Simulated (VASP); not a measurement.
# PtSe2 (P-3m1) in VASP: further runs, part 2 of 2

VASP 6.6.1. The steps go on from the part before.

## Step 3: Single point, PBE+D3(BJ)

This run uses another cell than the first one, of 19.80 Å³/atom, 0.943 times its volume.

INCAR reads:

```
PREC     = Accurate       # precision mode
ENCUT    = 520            # plane-wave cutoff, eV
EDIFF    = 1E-6           # SCF threshold, eV
ISMEAR   = 0              # smearing method
SIGMA    = 0.1            # smearing width, eV
LREAL    = F              # projectors in reciprocal space
LASPH    = T              # aspherical terms in the spheres
NELM     = 100            # most SCF steps
ALGO     = Fast           # electronic algorithm
ISIF     = 2              # what is computed and relaxed
LWAVE    = F              # write WAVECAR
LCHARG   = F              # write CHGCAR
GGA      = PE             # functional
IVDW     = 12             # dispersion correction
NBANDS   = 18             # bands
```

KPOINTS reads:

```
regular mesh
0
Gamma
  15 15 10
```

POSCAR reads:

```
PtSe2
1.0
    3.7714571391      0.0000000000      0.0000000000
   -1.8857285695      3.2661776918      0.0000000000
    0.0000000000      0.0000000000      4.8233068484
Pt Se
1 2
Direct
    0.0000000000      0.0000000000      0.0000000000
    0.3333333333      0.6666666667      0.2654558734
    0.6666666667      0.3333333333      0.7345441266
```

Potentials or basis: VASP PAW PBE potentials, release 64 (Pt, Se).

On the command line:

```
$ cat potpaw_PBE.64/Pt/POTCAR potpaw_PBE.64/Se/POTCAR > POTCAR
$ mpirun -np 1 vasp_std > vasp.out
```

OUTCAR:

```text
PREC = Accurate
   ENCUT = 520
   EDIFF = 1E-6
   ISMEAR = 0
   LREAL = F
   LASPH = T
   NELM = 100
   ISIF = 2
   GGA = PE
   IVDW = 12
 IVDW          = 12

 ion  position               nearest neighbor table
   1  0.000  0.000  0.000-   2 2.53   3 2.53   3 2.53   2 2.53   3 2.53   2 2.53
   2  0.333  0.667  0.265-   1 2.53   1 2.53   1 2.53
   3  0.667  0.333  0.735-   1 2.53   1 2.53   1 2.53

  LATTYP: Found a hexagonal cell.
 ALAT       =     3.7714571391
 C/A-ratio  =     1.2788974316

  Lattice vectors:

 A1 = (   3.7714571391,   0.0000000000,   0.0000000000)
 A2 = (  -1.8857285695,   3.2661776918,   0.0000000000)
 A3 = (   0.0000000000,   0.0000000000,   4.8233068484)

Analysis of symmetry for initial positions (statically):
=====================================================================
 Subroutine PRICEL returns:
 Original cell was already a primitive cell.

 Routine SETGRP: Setting up the symmetry group for a
 hexagonal supercell.

 Subroutine GETGRP returns: Found 12 space group operations
 (whereof 12 operations were pure point group operations)
 out of a pool of 24 trial point group operations.

The static configuration has the point symmetry D_3d.

Analysis of symmetry for dynamics (positions and initial velocities):
=====================================================================
 Subroutine PRICEL returns:
 Original cell was already a primitive cell.

 Routine SETGRP: Setting up the symmetry group for a
 hexagonal supercell.

 Subroutine GETGRP returns: Found 12 space group operations
 (whereof 12 operations were pure point group operations)
 out of a pool of 24 trial point group operations.

The dynamic configuration has the point symmetry D_3d.

 Subroutine INISYM returns: Found 12 space group operations
 (whereof 12 operations are pure point group operations),
 and found     1 'primitive' translations

----------------------------------------------------------------------------------------

                                     Primitive cell

  volume of cell :      59.4147

  direct lattice vectors                    reciprocal lattice vectors
     3.771457139  0.000000000  0.000000000     0.265149507  0.153084139  0.000000000
    -1.885728569  3.266177692  0.000000000     0.000000000  0.306168278  0.000000000
     0.000000000  0.000000000  4.823306848     0.000000000  0.000000000  0.207326639

  length of vectors
     3.771457139  3.771457139  4.823306848     0.306168278  0.306168278  0.207326639

  position of ions in fractional coordinates (direct lattice)
     0.000000000  0.000000000  0.000000000
     0.333333333  0.666666667  0.265455873
     0.666666667  0.333333333  0.734544127

  ion indices of the primitive-cell ions
   primitive index   ion index
                 1           1
                 2           2
                 3           3

----------------------------------------------------------------------------------------

 KPOINTS: regular mesh

Automatic generation of k-mesh.
 Grid dimensions read from file:
 generate k-points for:   15   15   10

 Generating k-lattice:

  Cartesian coordinates                     Fractional coordinates (reciprocal lattice)
     0.017676634  0.010205609  0.000000000     0.066666667  0.000000000  0.000000000
     0.000000000  0.020411219  0.000000000     0.000000000  0.066666667  0.000000000
     0.000000000  0.000000000  0.020732664     0.000000000  0.000000000  0.100000000

  Length of vectors
     0.020411219  0.020411219  0.020732664

  Shift w.r.t. Gamma in fractional coordinates (k-lattice)
     0.000000000  0.000000000  0.000000000

 Subroutine IBZKPT returns following result:
 ===========================================

 Found    238 irreducible k-points:

 Following reciprocal coordinates:
            Coordinates               Weight
  0.000000  0.000000  0.000000      1.000000
  0.066667  0.000000  0.000000      6.000000
  0.133333  0.000000  0.000000      6.000000
  0.200000  0.000000  0.000000      6.000000
  0.266667  0.000000  0.000000      6.000000
  0.333333  0.000000  0.000000      6.000000
[... 16 lines left out ...]
  0.333333  0.200000  0.000000     12.000000
  0.400000  0.200000  0.000000      6.000000
 [... further k-points ...]
   k-points           NKPTS =    238   k-points in BZ     NKDIM =    238   number of bands    NBANDS=     18
   number of dos      NEDOS =    301   number of ions     NIONS =      3
   total plane-waves  NPLWV =  28224
   dimension x,y,z NGX =    28 NGY =   28 NGZ =   36
   dimension x,y,z NGXF=    56 NGYF=   56 NGZF=   72
   ions per type =               1   2
   NGX,Y,Z   is equivalent  to a cutoff of  12.34, 12.34, 12.41 a.u.
   NGXF,Y,Z  is equivalent  to a cutoff of  24.68, 24.68, 24.82 a.u.
 SYSTEM =  unknown system
   PREC   = accura    normal or accurate (medium, high low for compatibility)
   ISTART =      0    job   : 0-new  1-cont  2-samecut
   ICHARG =      2    charge: 1-file 2-atom 10-const
   ISPIN  =      1    spin polarized calculation?
   LNONCOLLINEAR =      F non collinear calculations
   LSORBIT =      F    spin-orbit coupling
   LASPH  =      T    aspherical Exc in radial PAW
   ENCUT  =  520.0 eV  38.22 Ry    6.18 a.u.   7.01  7.01  8.97*2*pi/ulx,y,z
   NELM   =    100;   NELMIN=  2; NELMDL= -5     # of ELM steps
   EDIFF  = 0.1E-05   stopping-criterion for ELM
   LREAL  =      F    real-space projection
   EDIFFG = 0.1E-04   stopping-criterion for IOM
   NSW    =      0    number of steps for IOM
   IBRION =     -1    ionic relax: 0-MD 1-quasi-New 2-CG
   NFREE  =      0    steps in history (QN), initial steepest desc. (CG)
   ISIF   =      2    stress and relaxation
   ISYM   =      2    0-nonsym 1-usesym 2-fastsym
   POTIM  = 0.5000    time-step for ionic-motion
   TEBEG  =    0.0;   TEEND  =   0.0 temperature during run
   PSTRESS=    0.0 pullay stress
   NELECT =      22.0000    total number of electrons
   NUPDOWN=      -1.0000    fix difference up-down
   EMIN   =  10.00;   EMAX   =-10.00  energy-range for DOS
   EFERMI =   0.00;   METHOD = LEGACY
   ISMEAR =     0;   SIGMA  =   0.10  broadening in eV -4-tet -1-fermi 0-gaus
   EFERMI_NEDOS =   21; number of points for ismear=-14 and -15
   IALGO  =     68    algorithm
   IMIX   =      4    mixing-type and parameters
     AMIX     =   0.40;   BMIX     =  1.00
     AMIX_MAG =   1.60;   BMIX_MAG =  1.00
  volume/ion in A,a.u.               =      19.80       133.65
  Fermi-wavevector in a.u.,A,eV,Ry     =   1.175577  2.221519 18.802998  1.381981
  Thomas-Fermi vector in A             =   2.311955
   LORBIT       =      0    0 simple, 1 ext, 2 COOP (PROOUT), +10 PAW based schemes
   GGA     = PE    functional components
   LHFCALC =     F    Hartree Fock is set to
   AEXX    =    0.0000 exact exchange contribution
   IVDW    =    12    specifies the selected vdW correction
   LEPSILON=     F    determine dielectric tensor
   LRPA    =     F    only Hartree local field effects (RPA)
 non-spin polarized calculation
 RMM-DIIS sequential band-by-band and
 Gauss-broadening in eV      SIGMA  =   0.10
  energy-cutoff  :      520.00
  volume of cell :       59.41
 maximum number of plane-waves:      1622
   NGX = 13   NGY = 13   NGZ = 17

 number of electron      21.9999997 magnetization

 Free energy of the ion-electron system (eV)
  ---------------------------------------------------
  ext. energy  EPLUGINS =         0.00000000
  ---------------------------------------------------
  free energy    TOTEN  =       -14.19802827 eV

  energy without entropy =      -14.19419672  energy(sigma->0) =      -14.19611249

 E-fermi :   6.6998     XC(G=0): -10.8227

 val. band max:        6.6895754756   @ k =   0.0000   0.2000   0.3000
 cond. band min:       6.7070572168   @ k =  -0.0667   0.3333   0.3000
 fundamental gap:      0.0174817412
 Fermi energy:         6.6998055835

 k-point     1 :       0.0000    0.0000    0.0000
  band No.  band energies     occupation
      1      -8.9552      2.00000
      2      -5.8596      2.00000
      3      -0.4034      2.00000
      4       0.4840      2.00000
      5       0.4840      2.00000
      6       2.9207      2.00000
[... 10 lines left out ...]
     17      13.9841      0.00000
     18      18.4832      0.00000
[... 466 lines left out ...]
      2      -6.8504      2.00000
      3      -0.2466      2.00000
      4       0.8609      2.00000
      5       1.2832      2.00000
      6       1.8795      2.00000
[... 10 lines left out ...]
     17      15.6959      0.00000
     18      17.0930      0.00000

 [... further k-points ...]

------------------------ aborting loop because EDIFF is reached ----------------------------------------

 Edisp (eV)   -1.46989

 E8    (eV) :    -0.6315

  FORCE on cell =-STRESS in cart. coord.  units (eV):
  Direction    XX          YY          ZZ          XY          YZ          ZX
  --------------------------------------------------------------------------------------
  -------------------------------------------------------------------------------------
  Total       0.00149     0.00149    -0.00867     0.00000     0.00000    -0.00000
  in kB       0.04006     0.04006    -0.23390     0.00000     0.00000    -0.00000
  external pressure =       -0.05 kB  Pullay stress =        0.00 kB

 VOLUME and BASIS-vectors are now :
 -----------------------------------------------------------------------------
  energy-cutoff  :      520.00
  volume of cell :       59.41
      direct lattice vectors                 reciprocal lattice vectors
     3.771457139  0.000000000  0.000000000     0.265149507  0.153084139  0.000000000
    -1.885728569  3.266177692  0.000000000     0.000000000  0.306168278  0.000000000
     0.000000000  0.000000000  4.823306848     0.000000000  0.000000000  0.207326639

 POSITION                                       TOTAL-FORCE (eV/Angst)
 -----------------------------------------------------------------------------------
      0.00000      0.00000      0.00000         0.000000      0.000000      0.000000
     -0.00000      2.17745      1.28038         0.000000     -0.000000      0.007270
      1.88573      1.08873      3.54293        -0.000000      0.000000     -0.007270
 -----------------------------------------------------------------------------------
    total drift:                               -0.000000     -0.000000     -0.000000

  FREE ENERGIE OF THE ION-ELECTRON SYSTEM (eV)
  ---------------------------------------------------
  free  energy   TOTEN  =       -15.6679139846 eV

  energy  without entropy=      -15.6640824317  energy(sigma->0) =      -15.66599821
```

It took 84 s on 1 thread of Intel Xeon 6975P-C (Granite Rapids), shared host; peak memory 0.37 GiB.

Results:

| Item | Value |
| --- | --- |
| Free energy | -15.6679 eV |
| Pressure | 0.0 GPa |
| Largest force | 0.007 eV/Å |
| Band gap on the k mesh | none (metal or under the smearing width) |
| Dispersion energy per atom | -0.490 eV |

Forces on the atoms (eV/Å):
```
Pt   0.000  0.000  0.000
Se   0.000  0.000  0.007
Se   0.000  0.000 -0.007
```

Levels at points of the mesh, in eV from the Fermi level:
```csv
k point,band 9,band 10,band 11,band 12,band 13,band 14
"(0.00, 0.00, 0.00)",-1.00,-1.00,0.79,1.08,1.08,3.37
"(0.00, 0.00, 0.50)",-1.70,-1.70,-1.69,2.34,2.34,5.00
```

Caveat: pairwise dispersion overbinds metals, which lowers pressure and volume. The run has no spin-orbit coupling, so splittings on Pt are missing.
